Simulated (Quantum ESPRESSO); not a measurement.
# MnO (Pm-3m) in Quantum ESPRESSO: a series of runs, part 2 of 2

Quantum ESPRESSO 7.5.

**4. Single point, PBE+U, collinear spin, ferromagnetic start**

File pw.in:

```
&CONTROL
  calculation = 'scf'
  prefix = 'pwscf'
  outdir = './tmp'
  pseudo_dir = './pseudo'
  tprnfor = .true.
  disk_io = 'nowf'
/
&SYSTEM
  ibrav = 0
  nat = 2
  ntyp = 2
  ecutwfc = 96
  nbnd = 20
  occupations = 'smearing'
  smearing = 'gaussian'
  degauss = 0.00367493
  nspin = 2
  starting_magnetization(1) = 0.3333
  starting_magnetization(2) = 0
  nosym = .true.
  starting_ns_eigenvalue(1,1,1) = 1
  starting_ns_eigenvalue(2,1,1) = 1
  starting_ns_eigenvalue(3,1,1) = 1
  starting_ns_eigenvalue(4,1,1) = 1
  starting_ns_eigenvalue(5,1,1) = 1
  starting_ns_eigenvalue(1,2,1) = 0
  starting_ns_eigenvalue(2,2,1) = 0
  starting_ns_eigenvalue(3,2,1) = 0
  starting_ns_eigenvalue(4,2,1) = 0
  starting_ns_eigenvalue(5,2,1) = 0
/
&ELECTRONS
  conv_thr = 8d-08
  electron_maxstep = 120
  mixing_beta = 0.3
  mixing_ndim = 12
/
ATOMIC_SPECIES
Mn    54.9380 Mn.upf
O     15.9990 O.upf
CELL_PARAMETERS angstrom
   2.6723886600    0.0000000000    0.0000000000
   0.0000000000    2.6723886600    0.0000000000
   0.0000000000    0.0000000000    2.6723886600
ATOMIC_POSITIONS crystal
Mn     0.0000000000    0.0000000000    0.0000000000
O      0.5000000000    0.5000000000    0.5000000000
K_POINTS automatic
3 3 3 0 0 0
HUBBARD {ortho-atomic}
U Mn-3d 2.0
```

Potentials or basis: PseudoDojo 0.5 SR PBE standard.

Command:

```bash
$ OMP_NUM_THREADS=1 pw.x -in pw.in > pw.out
```

pw.out:

```text
This program is part of the open-source Quantum ESPRESSO suite
     for quantum simulation of materials; please cite
[... 6 lines left out ...]
     --------------------
     sticks:   dense  smooth     PW     G-vecs:    dense   smooth      PW
     Sum         777     777    221                16375    16375    2517

     Using Slab Decomposition

     bravais-lattice index     =            0
     lattice parameter (alat)  =       5.0501  a.u.
     unit-cell volume          =     128.7939 (a.u.)^3
     number of atoms/cell      =            2
     number of atomic types    =            2
     number of electrons       =        21.00
     number of Kohn-Sham states=           20
     kinetic-energy cutoff     =      96.0000  Ry
     charge density cutoff     =     384.0000  Ry
     scf convergence threshold =      8.0E-08
     mixing beta               =       0.3000
     number of iterations used =           12  plain     mixing
     Exchange-correlation= PBE
                           (   1   4   3   4   0   0   0)
     Hubbard projectors: ortho-atomic
     Hubbard parameters of DFT+U (Dudarev formulation) in eV:
     U(Mn-3d) =  2.0000

     Internal variables: lda_plus_u =T, lda_plus_u_kind = 0

     Internal variables: orbital_resolved =F, hub_pot_fix =F, apply_U = F

     celldm(1)=   5.050083  celldm(2)=   0.000000  celldm(3)=   0.000000
     celldm(4)=   0.000000  celldm(5)=   0.000000  celldm(6)=   0.000000

     crystal axes: (cart. coord. in units of alat)
               a(1) = (   1.000000   0.000000   0.000000 )
               a(2) = (   0.000000   1.000000   0.000000 )
               a(3) = (   0.000000   0.000000   1.000000 )

     reciprocal axes: (cart. coord. in units 2 pi/alat)
               b(1) = (  1.000000  0.000000  0.000000 )
               b(2) = (  0.000000  1.000000  0.000000 )
               b(3) = (  0.000000  0.000000  1.000000 )

     PseudoPot. # 1 for Mn read from file:
     Mn.upf
     Pseudo is Norm-conserving + core correction, Zval = 15.0
     Generated using ONCVPSP code by D. R. Hamann
     Using radial grid of 1464 points,  6 beta functions with:
                l(1) =   0
                l(2) =   0
                l(3) =   1
                l(4) =   1
                l(5) =   2
                l(6) =   2

     PseudoPot. # 2 for O  read from file:
     O.upf
     Pseudo is Norm-conserving + core correction, Zval =  6.0
     Generated using ONCVPSP code by D. R. Hamann
     Using radial grid of  936 points,  5 beta functions with:
                l(1) =   0
                l(2) =   0
                l(3) =   1
                l(4) =   1
                l(5) =   2

[... 256 lines left out ...]
     ------------------------ ATOM    1 ------------------------
     Tr[ns(  1)] (up, down, total) =   4.97839  0.34469  5.32308
     Atomic magnetic moment for atom   1 =   4.63370
     SPIN  1
     eigenvalues:
       0.994  0.994  0.997  0.997  0.997
     eigenvectors (columns):
      -0.983 -0.184  0.000  0.000  0.000
       0.000  0.000 -0.218  0.618  0.755
       0.000 -0.000  0.364 -0.667  0.651
       0.184 -0.983 -0.000  0.000  0.000
      -0.000 -0.000 -0.906 -0.417  0.079
     occupation matrix ns (before diag.):
       0.994  0.000  0.000  0.000 -0.000
       0.000  0.997  0.000  0.000 -0.000
[... 6 lines left out ...]
     eigenvectors (columns):
       0.177  0.984  0.000  0.000  0.000
       0.000 -0.000 -0.151 -0.228  0.962
       0.000 -0.000  0.299  0.917  0.265
       0.984 -0.177 -0.000 -0.000 -0.000
       0.000  0.000 -0.942  0.328 -0.070
     occupation matrix ns (before diag.):
       0.029  0.000  0.000 -0.000 -0.000
       0.000  0.095  0.000 -0.000 -0.000
       0.000  0.000  0.095 -0.000  0.000
      -0.000 -0.000 -0.000  0.029 -0.000
      -0.000 -0.000  0.000 -0.000  0.095

     Number of occupied Hubbard levels =    5.3231

 ------ SPIN UP ------------

          k = 0.0000 0.0000 0.0000 (  2103 PWs)   bands (ev):

   -66.1822 -35.0198 -35.0198 -35.0198  -4.5149   9.5712   9.5712  12.3610
    12.3610  12.3610  12.7504  12.7504  12.7504  15.6244  30.0672  30.0672
    34.5348  34.5348  34.5348  43.9498
[... 69 lines left out ...]
   -66.1366 -35.1366 -35.1328 -35.1328  -2.5682   8.3552   8.3552   9.4756
    11.8752  11.8752  12.3334  14.5897  14.5897  21.2921  24.5279  24.5279
    32.3233  34.9813  34.9813  38.0374

          k = 0.3333-0.3333-0.3333 (  2064 PWs)   bands (ev):

   -66.1366 -35.1366 -35.1328 -35.1328  -2.5682   8.3552   8.3552   9.4756
    11.8752  11.8752  12.3334  14.5897  14.5897  21.2921  24.5279  24.5279
    32.3233  34.9813  34.9813  38.0374

 ------ SPIN DOWN ----------

          k = 0.0000 0.0000 0.0000 (  2103 PWs)   bands (ev):

   -61.5972 -30.1472 -30.1472 -30.1472  -4.0175  13.2386  13.2386  13.2386
    15.6760  15.6760  17.4250  18.9725  18.9725  18.9725  31.7496  31.7496
    36.2115  36.2115  36.2115  45.1776
[... 69 lines left out ...]
   -61.5479 -30.2766 -30.2698 -30.2698  -2.0233  10.3620  10.3620  10.5692
    17.9791  18.3044  18.3044  19.5578  19.5578  23.1474  26.7341  26.7341
    34.1542  36.0636  36.0636  40.1770

          k = 0.3333-0.3333-0.3333 (  2064 PWs)   bands (ev):

   -61.5479 -30.2766 -30.2698 -30.2698  -2.0233  10.3620  10.3620  10.5692
    17.9791  18.3044  18.3044  19.5578  19.5578  23.1474  26.7341  26.7341
    34.1542  36.0636  36.0636  40.1770

     the Fermi energy is    15.3931 ev

!    total energy              =    -250.81483620 Ry
     estimated scf accuracy    <       0.00000003 Ry
     smearing contrib. (-TS)   =      -0.00000000 Ry
     internal energy E=F+TS    =    -250.81483620 Ry

     The total energy is F=E-TS. E is the sum of the following terms:
     one-electron contribution =     -88.04603110 Ry
     hartree contribution      =      57.76991322 Ry
     xc contribution           =     -45.34198848 Ry
     ewald contribution        =    -175.22151127 Ry
     Hubbard energy            =       0.02478143 Ry

     total magnetization       =     5.00 Bohr mag/cell
     absolute magnetization    =     5.00 Bohr mag/cell

     convergence has been achieved in   9 iterations

     Forces acting on atoms (cartesian axes, Ry/au):

     atom    1 type  1   force =    -0.00000003    0.00000000    0.00000021
     atom    2 type  2   force =     0.00000003   -0.00000000   -0.00000021

     Total force =     0.000000     Total SCF correction =     0.000015
     SCF correction compared to forces is large: reduce conv_thr to get better values

=------------------------------------------------------------------------------=
   JOB DONE.
=------------------------------------------------------------------------------=
```

It took 7.3 s on 1 thread of Arm Neoverse V2, shared host; peak memory 0.07 GiB.

Results:

* Free energy: -3412.5097 eV
* Band gap on the k mesh: 0.85 eV, indirect (least direct gap 1.38 eV)
* Net moment: 5.00 μB per cell
* Absolute moment: 5.00 μB per cell
* Site moments: Mn +4.30; O +0.27 μB
* Valence electrons inside the program's atomic spheres: Mn 12.79; O 6.18

Levels at points of the mesh, in eV from the valence-band top:
Spin up:
| k point | band 10 | band 11 | band 12 | band 13 | band 14 | band 15 | band 16 | band 17 |
| --- | --- | --- | --- | --- | --- | --- | --- | --- |
| (0.00, 0.00, 0.00) | -2.42 | -2.03 | -2.03 | -2.03 | 0.85 | 15.29 | 15.29 | 19.76 |
Spin down:
| k point | band 4 | band 5 | band 6 | band 7 | band 8 | band 9 | band 10 | band 11 | band 12 | band 13 |
| --- | --- | --- | --- | --- | --- | --- | --- | --- | --- | --- |
| (0.00, 0.00, 0.00) | -44.93 | -18.80 | -1.54 | -1.54 | -1.54 | 0.90 | 0.90 | 2.65 | 4.19 | 4.19 |

Eigenvalues of the final occupation matrices:
```tsv
site	spin	trace	eigenvalues
Mn 1 3d	1	4.98	0.99 0.99 1.00 1.00 1.00
Mn 1 3d	2	0.34	0.03 0.03 0.10 0.10 0.10
```

Caveat: the k mesh is coarse (spacing up to 0.78 Å⁻¹), so the values aren't converged; an odd mesh through Γ misses points on the zone boundary, where band edges often lie; a cell with one magnetic atom can't hold antiferromagnetic order, which such compounds often take. The state reached can hang on the start; a lower one may exist.

**5. Single point, PBE+U, collinear spin, ferromagnetic start**

Edit pw.in of step 4 so:

```diff
@@ -37,2 +37,3 @@
   mixing_ndim = 12
+  mixing_fixed_ns = 5
 /
@@ -51,2 +52,2 @@
 HUBBARD {ortho-atomic}
-U Mn-3d 2.0
+U Mn-3d 3.0
```

Potentials or basis: PseudoDojo 0.5 SR PBE standard.

Command:

```bash
$ OMP_NUM_THREADS=1 pw.x -in pw.in > pw.out
```

pw.out:

```text
This program is part of the open-source Quantum ESPRESSO suite
     for quantum simulation of materials; please cite
[... 6 lines left out ...]
     --------------------
     sticks:   dense  smooth     PW     G-vecs:    dense   smooth      PW
     Sum         777     777    221                16375    16375    2517

     Using Slab Decomposition

     bravais-lattice index     =            0
     lattice parameter (alat)  =       5.0501  a.u.
     unit-cell volume          =     128.7939 (a.u.)^3
     number of atoms/cell      =            2
     number of atomic types    =            2
     number of electrons       =        21.00
     number of Kohn-Sham states=           20
     kinetic-energy cutoff     =      96.0000  Ry
     charge density cutoff     =     384.0000  Ry
     scf convergence threshold =      8.0E-08
     mixing beta               =       0.3000
     number of iterations used =           12  plain     mixing
     Exchange-correlation= PBE
[... 510 lines left out ...]
    36.2207  36.2207  36.2207  45.1789
[... 69 lines left out ...]
   -61.6037 -30.3287 -30.3217 -30.3217  -1.9578  10.4769  10.4769  10.6221
    18.3232  18.6993  18.6993  19.8910  19.8910  23.1690  26.7473  26.7473
    34.1570  36.0758  36.0758  40.1699

          k = 0.3333-0.3333-0.3333 (  2064 PWs)   bands (ev):

   -61.6037 -30.3287 -30.3217 -30.3217  -1.9578  10.4769  10.4769  10.6221
    18.3232  18.6993  18.6993  19.8910  19.8910  23.1690  26.7473  26.7473
    34.1570  36.0758  36.0758  40.1699

     the Fermi energy is    14.9317 ev

!    total energy              =    -250.80287363 Ry
     estimated scf accuracy    <       0.00000002 Ry
     smearing contrib. (-TS)   =      -0.00000000 Ry
     internal energy E=F+TS    =    -250.80287363 Ry

     The total energy is F=E-TS. E is the sum of the following terms:
     one-electron contribution =     -88.00773602 Ry
     hartree contribution      =      57.73968254 Ry
     xc contribution           =     -45.34793454 Ry
     ewald contribution        =    -175.22151127 Ry
     Hubbard energy            =       0.03462565 Ry

     total magnetization       =     5.00 Bohr mag/cell
     absolute magnetization    =     5.00 Bohr mag/cell

     convergence has been achieved in  16 iterations

     Forces acting on atoms (cartesian axes, Ry/au):

     atom    1 type  1   force =    -0.00000018    0.00000006    0.00000018
     atom    2 type  2   force =     0.00000018   -0.00000006   -0.00000018

     Total force =     0.000000     Total SCF correction =     0.000007
     SCF correction compared to forces is large: reduce conv_thr to get better values

=------------------------------------------------------------------------------=
   JOB DONE.
=------------------------------------------------------------------------------=
```

It took 12 s on 1 thread of Arm Neoverse V2, shared host; peak memory 0.08 GiB.

What came out:

| Property | Result |
| --- | --- |
| Free energy | -3412.3469 eV |
| Band gap on the k mesh | 0.96 eV, indirect (least direct gap 1.92 eV) |
| Net moment | 5.00 μB per cell |
| Absolute moment | 5.00 μB per cell |
| Site moments | Mn +4.33; O +0.24 μB |
| Valence electrons inside the program's atomic spheres | Mn 12.78; O 6.19 |

Eigenvalues of the final occupation matrices:
```
   site  spin  trace               eigenvalues
Mn 1 3d     1   4.98  0.99 0.99 1.00 1.00 1.00
Mn 1 3d     2   0.32  0.03 0.03 0.09 0.09 0.09
```

Caveat: the k mesh is coarse (spacing up to 0.78 Å⁻¹), so the values aren't converged; an odd mesh through Γ misses points on the zone boundary, where band edges often lie; a cell with one magnetic atom can't hold antiferromagnetic order, which such compounds often take.

**6. Single point, PBE+U, collinear spin, ferromagnetic start**

Edit pw.in of step 5 so:

```diff
@@ -16,3 +16,3 @@
   smearing = 'gaussian'
-  degauss = 0.00367493
+  degauss = 0.00734986
   nspin = 2
@@ -50,4 +50,4 @@
 K_POINTS automatic
-3 3 3 0 0 0
+2 2 2 0 0 0
 HUBBARD {ortho-atomic}
-U Mn-3d 3.0
+U Mn-3d 8.0
```

Potentials or basis: PseudoDojo 0.5 SR PBE standard.

Command:

```bash
$ OMP_NUM_THREADS=1 pw.x -in pw.in > pw.out
```

pw.out:

```text
This program is part of the open-source Quantum ESPRESSO suite
     for quantum simulation of materials; please cite
[... 6 lines left out ...]
     --------------------
     sticks:   dense  smooth     PW     G-vecs:    dense   smooth      PW
     Sum         777     777    241                16375    16375    2801

     Using Slab Decomposition

     bravais-lattice index     =            0
     lattice parameter (alat)  =       5.0501  a.u.
     unit-cell volume          =     128.7939 (a.u.)^3
     number of atoms/cell      =            2
     number of atomic types    =            2
     number of electrons       =        21.00
     number of Kohn-Sham states=           20
     kinetic-energy cutoff     =      96.0000  Ry
     charge density cutoff     =     384.0000  Ry
     scf convergence threshold =      8.0E-08
     mixing beta               =       0.3000
     number of iterations used =           12  plain     mixing
     Exchange-correlation= PBE
                           (   1   4   3   4   0   0   0)
[... 559 lines left out ...]
          k =-0.5000-0.5000 0.0000 (  2048 PWs)   bands (ev):

   -61.7775 -30.5646 -30.5646 -30.3383  -1.2130  10.4493  10.4493  14.8986
    18.0192  19.7312  20.4241  20.4241  22.6525  24.8836  27.8877  27.8877
    32.7085  40.1767  40.1767  41.2261

          k =-0.5000-0.5000-0.5000 (  2008 PWs)   bands (ev):

   -61.7670 -30.5377 -30.5376 -30.5376  -0.5111  10.7777  10.7777  10.7777
    21.9195  21.9195  21.9195  22.7135  22.7135  23.3315  23.3315  23.3315
    33.1072  37.5485  37.5486  37.5486

     the Fermi energy is    15.6593 ev

!    total energy              =    -250.66060070 Ry
     estimated scf accuracy    <       0.00000002 Ry
     smearing contrib. (-TS)   =      -0.00000109 Ry
     internal energy E=F+TS    =    -250.66059962 Ry

     The total energy is F=E-TS. E is the sum of the following terms:
     one-electron contribution =     -87.96471899 Ry
     hartree contribution      =      57.92102550 Ry
     xc contribution           =     -45.46252019 Ry
     ewald contribution        =    -175.22151127 Ry
     Hubbard energy            =       0.06712532 Ry

     total magnetization       =     5.00 Bohr mag/cell
     absolute magnetization    =     5.00 Bohr mag/cell

     convergence has been achieved in  22 iterations

     Forces acting on atoms (cartesian axes, Ry/au):

     atom    1 type  1   force =    -0.00000037    0.00000139    0.00000014
     atom    2 type  2   force =     0.00000037   -0.00000139   -0.00000014

     Total force =     0.000002     Total SCF correction =     0.000051
     SCF correction compared to forces is large: reduce conv_thr to get better values

=------------------------------------------------------------------------------=
   JOB DONE.
=------------------------------------------------------------------------------=
```

Run time: 9.5 s. Hardware: 1 thread of Arm Neoverse V2, shared host; peak memory 0.07 GiB.

The run converged, but some of its settings lie outside the range that counts as converged (typed here: k = 2 × 2 × 2; smearing = gaussian; width = 0.1), so its numbers aren't taken as properties of the crystal.

What came out:

```yaml
Free_energy: -3410.4112 eV
Band_gap_on_the_k_mesh: 0.53 eV, indirect (least direct gap 1.93 eV)
Net_moment: 5.00 μB per cell
Absolute_moment: 5.00 μB per cell
Site_moments: Mn +4.42; O +0.18 μB
Valence_electrons_inside_the_program's_atomic_spheres: Mn 12.75; O 6.31
```

Caveat: the k mesh is coarse (spacing up to 1.18 Å⁻¹), so the values aren't converged; a cell with one magnetic atom can't hold antiferromagnetic order, which such compounds often take.

**7. Summary**

```tsv
spin	U	fixed moment (μB)	k mesh	magnetic state asked for	moments locked	formal shell electrons	SCF threshold	iterations with occupations held	gap on the mesh (eV)	moment (μB)
collinear, antiferromagnetic start	Mn d U = 2 eV	-	3 × 2 × 3	afm_doubled	none	1 d5, 3 d5	1.6e-07 Ry	-	1.48	0.00
collinear, ferromagnetic start	Mn d U = 2 eV	5.0	3 × 3 × 3	fm	total	1 d5	8e-08 Ry	-	-	5.00
collinear, ferromagnetic start	Mn d U = 2 eV	-	3 × 3 × 3	free	none	1 d5	8e-08 Ry	-	0.85	5.00
collinear, ferromagnetic start	Mn d U = 3 eV	-	3 × 3 × 3	free	none	1 d5	8e-08 Ry	5	0.96	5.00
```

Alike in all rows: task single point; level PBE+U; potentials or basis PseudoDojo 0.5 SR PBE standard; cell as given; cutoff (eV) 1306; smearing gaussian 0.05 eV; the mesh is coarse, so values aren't converged.

Caveats: all runs use coarse meshes; an odd mesh through Γ misses points on the zone boundary, where band edges often lie (some runs); a cell with one magnetic atom can't hold antiferromagnetic order, which such compounds often take (some runs); the total moment is fixed, so each spin has its own Fermi level (some runs).

Total energies depend on the potentials used, so only differences within one code and one set of settings carry meaning.
